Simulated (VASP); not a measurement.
A run of VASP 6.6.1 is set up as follows.

INCAR

```
SYSTEM = WS2
ALGO     = Fast           ! electronic algorithm
DIPOL    = 0.5 0.5 0.500
EDIFF    = 1E-6           ! SCF threshold, eV
ENCUT    = 520            ! plane-wave cutoff, eV
GGA      = PE             ! functional
IDIPOL   = 3            
ISIF     = 2              ! what is computed and relaxed
ISMEAR   = 0              ! smearing method
IVDW     = 12             ! dispersion correction
KPAR     = 2            
LASPH    = .TRUE.         ! aspherical terms in the spheres
LCHARG   = .FALSE.        ! write CHGCAR
LDIPOL   = .TRUE.       
LMAXMIX  = 4              ! l up to which the mixer works
LREAL    = .FALSE.        ! projectors in reciprocal space
LVACPOTAV= .TRUE.       
LVHAR    = .TRUE.       
LWAVE    = .FALSE.        ! write WAVECAR
NBANDS   = 20             ! bands
NELM     = 80             ! most SCF steps
PREC     = Accurate       ! precision mode
SIGMA    = 0.03           ! smearing width, eV
```

The input KPOINTS:

```
k-points
0
G
  12 12 1
  0 0 0
```

File POSCAR:

```
WS2                                     
1.0
    3.1595117185      0.0000000000      0.0000000000
   -1.5797558592      2.7362174078      0.0000000000
    0.0000000000      0.0000000000     21.1250000000
  S               W             
     2     1
Direct
     0.3333333300000021    0.6666666699999979    0.4253894794160686
     0.3333333300000021    0.6666666699999979    0.5746105205839314
     0.6666666699999979    0.3333333300000021    0.5000000000000000
```

The input KPOINTS_OPT:

```
explicit points
67
Reciprocal
 0.0000000000  0.0000000000  0.0000000000 1
 0.0357142900  0.0000000000  0.0000000000 1
 0.0714285700  0.0000000000  0.0000000000 1
 0.1071428600  0.0000000000  0.0000000000 1
 0.1428571400  0.0000000000  0.0000000000 1
 0.1785714300  0.0000000000  0.0000000000 1
 0.2142857100  0.0000000000  0.0000000000 1
 0.2500000000  0.0000000000  0.0000000000 1
 0.2857142900  0.0000000000  0.0000000000 1
 0.3214285700  0.0000000000  0.0000000000 1
 0.3571428600  0.0000000000  0.0000000000 1
 0.3928571400  0.0000000000  0.0000000000 1
 0.4285714300  0.0000000000  0.0000000000 1
 0.4642857100  0.0000000000  0.0000000000 1
 0.5000000000  0.0000000000  0.0000000000 1
 0.4791666700  0.0416666700  0.0000000000 1
 0.4583333300  0.0833333300  0.0000000000 1
 0.4375000000  0.1250000000  0.0000000000 1
 0.4166666700  0.1666666700  0.0000000000 1
 0.3958333300  0.2083333300  0.0000000000 1
 0.3750000000  0.2500000000  0.0000000000 1
 0.3541666700  0.2916666700  0.0000000000 1
 0.3333333300  0.3333333300  0.0000000000 1
 0.3137254900  0.3137254900  0.0000000000 1
 0.2941176500  0.2941176500  0.0000000000 1
 0.2745098000  0.2745098000  0.0000000000 1
 0.2549019600  0.2549019600  0.0000000000 1
 0.2352941200  0.2352941200  0.0000000000 1
 0.2156862700  0.2156862700  0.0000000000 1
 0.1960784300  0.1960784300  0.0000000000 1
 0.1764705900  0.1764705900  0.0000000000 1
 0.1568627500  0.1568627500  0.0000000000 1
 0.1372549000  0.1372549000  0.0000000000 1
 0.1176470600  0.1176470600  0.0000000000 1
 0.0980392200  0.0980392200  0.0000000000 1
 0.0784313700  0.0784313700  0.0000000000 1
 0.0588235300  0.0588235300  0.0000000000 1
 0.0392156900  0.0392156900  0.0000000000 1
 0.0196078400  0.0196078400  0.0000000000 1
 0.0000000000  0.0000000000  0.0000000000 1
 0.0000000000  0.0000000000  0.0000000000 1
 0.0060733500 -0.0030366800  0.0000000000 1
-0.0060733500  0.0030366800  0.0000000000 1
 0.0177139500 -0.0088569700  0.0000000000 1
-0.0177139500  0.0088569700  0.0000000000 1
 0.0000000000  0.0052596800  0.0000000000 1
-0.0000000000 -0.0052596800  0.0000000000 1
 0.0000000000  0.0153407300  0.0000000000 1
-0.0000000000 -0.0153407300  0.0000000000 1
 0.5000000000  0.0000000000  0.0000000000 1
 0.5060733500 -0.0030366800  0.0000000000 1
 0.4939266500  0.0030366800  0.0000000000 1
 0.5177139500 -0.0088569700  0.0000000000 1
 0.4822860500  0.0088569700  0.0000000000 1
 0.5000000000  0.0052596800  0.0000000000 1
 0.5000000000 -0.0052596800  0.0000000000 1
 0.5000000000  0.0153407300  0.0000000000 1
 0.5000000000 -0.0153407300  0.0000000000 1
 0.3333333300  0.3333333300  0.0000000000 1
 0.3394066800  0.3302966500  0.0000000000 1
 0.3272599800  0.3363700100  0.0000000000 1
 0.3510472800  0.3244763600  0.0000000000 1
 0.3156193800  0.3421903000  0.0000000000 1
 0.3333333300  0.3385930100  0.0000000000 1
 0.3333333300  0.3280736500  0.0000000000 1
 0.3333333300  0.3486740600  0.0000000000 1
 0.3333333300  0.3179926000  0.0000000000 1
```

Potentials or basis: VASP PAW PBE potentials, release 64 (S, W_sv).

Command:

```sh
$ cat potpaw_PBE.64/S/POTCAR potpaw_PBE.64/W_sv/POTCAR > POTCAR
$ mpirun -np 2 vasp_std > vasp.out
```

Predict the dispersion energy per atom.

-0.310 eV.

What does it give for the band gap on the k mesh?

1.92 eV, direct.

Caveat: spin-orbit coupling is left out, which moves the levels of the heavy elements.
